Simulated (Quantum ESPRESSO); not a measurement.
A calculation with Quantum ESPRESSO 7.5 of Zn (ASE script, structure from a P1 CIF):

Contents of run.py:

```python
import numpy as np
from ase.calculators.espresso import Espresso, EspressoProfile
from ase.io import read

atoms = read('Zn.cif')

input_data = {
    'control': {'calculation': 'scf', 'prefix': 'pwscf', 'outdir': './tmp', 'tprnfor': True, 'tstress': True, 'disk_io': 'nowf'},
    'system': {'ecutwfc': 56.0, 'ecutrho': 448.0, 'nbnd': 28, 'occupations': 'smearing', 'smearing': 'fd', 'degauss': 0.00367493},
    'electrons': {'conv_thr': 4e-10, 'electron_maxstep': 120, 'mixing_beta': 0.5},
}
pseudopotentials = {'Zn': 'zn_pbesol_v1.uspp.F.UPF'}
profile = EspressoProfile(command='mpirun -n 2 pw.x -nk 2', pseudo_dir='pseudo')
dft = Espresso(profile=profile, input_data=input_data, pseudopotentials=pseudopotentials, kpts=(11, 11, 6), koffset=(0, 0, 0))
atoms.calc = dft

print(f'energy {atoms.get_potential_energy():.8f} eV')
print('forces (eV/A)')
print(np.round(atoms.get_forces(), 6))
print('stress (eV/A^3, Voigt)')
print(np.round(atoms.get_stress(), 8))
print(f'Fermi level {dft.get_fermi_level():.4f} eV')
```

File Zn.cif:

```cif
data_Zn
_cell_length_a 2.67000000
_cell_length_b 2.67000000
_cell_length_c 4.96600000
_cell_angle_alpha 90.00000000
_cell_angle_beta 90.00000000
_cell_angle_gamma 120.00000000
_space_group_name_H-M_alt 'P1'
_space_group_name_Hall 'P 1'
_space_group_IT_number 1
loop_
_space_group_symop_operation_xyz
'x,y,z'
loop_
_atom_site_label
_atom_site_type_symbol
_atom_site_symmetry_multiplicity
_atom_site_Wyckoff_symbol
_atom_site_fract_x
_atom_site_fract_y
_atom_site_fract_z
_atom_site_occupancy
Zn1 Zn 1 a 0.6666666667 0.3333333333 0.7500000000 1
Zn2 Zn 1 a 0.3333333333 0.6666666667 0.2500000000 1
```

Potentials or basis: GBRV 1.5 PBEsol.

Launch:

```sh
$ OMP_NUM_THREADS=1 python run.py
```

Problem. Write the same calculation in another form: native input, structure typed inline.

Solution. As run:

File pw.in:

```
&CONTROL
  calculation = 'scf'
  prefix = 'pwscf'
  outdir = './tmp'
  pseudo_dir = './pseudo'
  tprnfor = .true.
  tstress = .true.
  disk_io = 'low'
/
&SYSTEM
  ibrav = 0
  celldm(1) = 8
  nat = 2
  ntyp = 1
  ecutwfc = 56
  ecutrho = 448
  nbnd = 28
  occupations = 'smearing'
  smearing = 'fd'
  degauss = 0.00367493
/
&ELECTRONS
  conv_thr = 4d-10
  electron_maxstep = 120
  mixing_beta = 0.5
/
ATOMIC_SPECIES
Zn    65.3800 zn_pbesol_v1.uspp.F.UPF
CELL_PARAMETERS alat
  0.6306960940939   0.0000000000000   0.0000000000000
 -0.3153480470469   0.5461988395518   0.0000000000000
  0.0000000000000   0.0000000000000   1.1730474918614
ATOMIC_POSITIONS crystal
Zn     0.6666666667    0.3333333333    0.7500000000
Zn     0.3333333333    0.6666666667    0.2500000000
K_POINTS automatic
11 11 6 0 0 0
```

Contents of pp_density.in:

```
&INPUTPP
  prefix = 'pwscf'
  outdir = './tmp'
  filplot = 'density.dat'
  plot_num = 0
/
&PLOT
  nfile = 1
  filepp(1) = 'density.dat'
  iflag = 3
  output_format = 6
  fileout = 'density.cube'
/
```

The input pp_potential.in:

```
&INPUTPP
  prefix = 'pwscf'
  outdir = './tmp'
  filplot = 'potential.dat'
  plot_num = 11
/
&PLOT
  nfile = 1
  filepp(1) = 'potential.dat'
  iflag = 3
  output_format = 6
  fileout = 'potential.cube'
/
```

Potentials or basis: GBRV 1.5 PBEsol.

Command:

```console
$ OMP_NUM_THREADS=1 mpirun -n 2 pw.x -nk 2 -in pw.in > pw.out
$ OMP_NUM_THREADS=1 mpirun -n 1 pp.x -in pp_density.in > pp_density.out
$ OMP_NUM_THREADS=1 mpirun -n 1 pp.x -in pp_potential.in > pp_potential.out
```

Both were run:

|  | ASE script, structure from a P1 CIF | native input, structure typed inline |
| --- | --- | --- |
| Pressure | -5.6 GPa | -5.6 GPa |
| Band gap on the k mesh | none (metal or under the smearing width) | none (metal or under the smearing width) |

Keys that steer only the numerical path or the files written may differ.
